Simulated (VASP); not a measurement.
Runs of VASP 6.6.1 on Ge. It takes space group Cmcm (No. 63, orthorhombic). The conventional cell has a = 2.976 Å, b = 5.189 Å, c = 4.728 Å, α = 90.00°, β = 90.00°, γ = 90.00°. Ge (site symmetry m2m) is surrounded by 12 Ge at 2.92 to 2.99 Å. This isn't the form of Ge at room conditions, which is diamond.

```tsv
task	level	cell	k mesh	cutoff (eV)	smearing	optimiser	gap on the mesh (eV)	pressure (GPa)	relaxed volume (Å³/atom)	largest force (eV/Å)
relaxation of cell and atoms	r2SCAN	relaxed	10 × 10 × 6	600	gaussian 0.05 eV	-	none	0.0	18.67	-
relaxation of cell and atoms	rSCAN	relaxed	10 × 10 × 6	600	gaussian 0.05 eV	-	none	0.0	18.75	0.01
relaxation of cell and atoms	r2SCAN+rVV10	relaxed	10 × 10 × 6	600	gaussian 0.05 eV	-	none	0.0	(a)	-
single point	r2SCAN	as given	10 × 10 × 6	520	fermi-dirac 0.05 eV	-	none	1.9	-	-
relaxation of the atoms	r2SCAN	atoms relaxed from: atoms moved at random, drawn with an rms of 0.1 Å	7 × 7 × 5	520	gaussian 0.05 eV	BFGS	none	1.9	-	0.01
```

Alike in all rows: potentials or basis VASP PAW PBE potentials, release 64 (Ge_d); no spin polarisation.

Task: Fill in the values left out.

Result: (a) 18.41.

Caveats: the PAW data sets were made with another functional, which shifts forces and pressure a little.

A k mesh can miss the band edges, and the runs leave out spin-orbit coupling on Ge.

A gap of «none» marks a metal or a gap under the smearing width.
